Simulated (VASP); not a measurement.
Set up this calculation in VASP 6.6.1, as an ASE script.

```yaml
Task: band structure
Functional: PBE
Potentials_or_basis: VASP PAW PBE potentials, release 64 (Nd_3), 4f in core
Cutoff: 520 eV
k_mesh: 9 × 9 × 9
Occupations: methfessel-paxton, width 0.2 eV
Spin: collinear spin, ferromagnetic start
Starting_moments: "[3.0] μB"
Further_INCAR_settings: ALGO = Normal; EDIFF = 1.00e-06; ISYM = 0
```

The structure of Nd lies in POSCAR:

```
Nd
1.0
   -1.9266957019      1.9266957019      1.9266957019
    1.9266957019     -1.9266957019      1.9266957019
    1.9266957019      1.9266957019     -1.9266957019
Nd
1
Direct
    0.0000000000      0.0000000000      0.0000000000
```

This isn't the form of Nd at room conditions, which is double hcp.

The cell isn't the ideal one: volume scaled by 0.8.

The input as run:

run.py

```python
from ase.calculators.vasp import Vasp
from ase.dft.bandgap import bandgap
from ase.io import read

atoms = read('POSCAR')
atoms.set_initial_magnetic_moments([3.0])
calc = Vasp(
    directory='calc',
    xc='lda',
    pp='PBE',
    setups='recommended',
    prec='Accurate',
    encut=520,
    ediff=1e-06,
    ismear=1,
    sigma=0.2,
    lreal=False,
    lasph=True,
    nelm=150,
    algo='Normal',
    isif=2,
    lwave=False,
    lcharg=True,
    ispin=2,
    lorbit=11,
    lmaxmix=6,
    kpts=[9, 9, 9],
    gamma=True,
)
atoms.calc = calc

print('energy (eV):', atoms.get_potential_energy())
print('free energy (eV):', atoms.get_potential_energy(force_consistent=True))
efermi = calc.get_fermi_level()
print('Fermi level (eV):', efermi)
path = atoms.cell.bandpath(npoints=60, eps=1e-4)
print('path:', path.path)
calc.set(kpts=path.kpts, reciprocal=True, icharg=11, isym=0, lcharg=False)
calc.calculate(atoms)
print('gap on the path (eV):', bandgap(calc, efermi=efermi)[0])
print('direct gap on the path (eV):', bandgap(calc, efermi=efermi, direct=True)[0])
```

Potentials or basis: VASP PAW PBE potentials, release 64 (Nd_3), 4f in core.

Command:

```bash
$ python run.py
```

It gave:

- Band gap along the path: none (metal or under the smearing width)
- Net moment: -0.01 μB per cell

Caveat: ASE's xc='lda' writes no GGA tag, so the PBE potentials set the functional and the run is PBE; the log is that of the step along the path at fixed density, whose energy, stress, charges and moments have no meaning; the magnetic or orbital state may not be the lowest; spin-orbit coupling is left out, which moves the levels of the heavy elements; the 4f electrons are frozen in the core as for a trivalent ion, so they carry no moment and show no levels.

Run time: 35 s on 1 thread of Intel(R) Xeon(R) 6975P-C (Granite Rapids), on a shared host, peak memory 0.18 GiB.
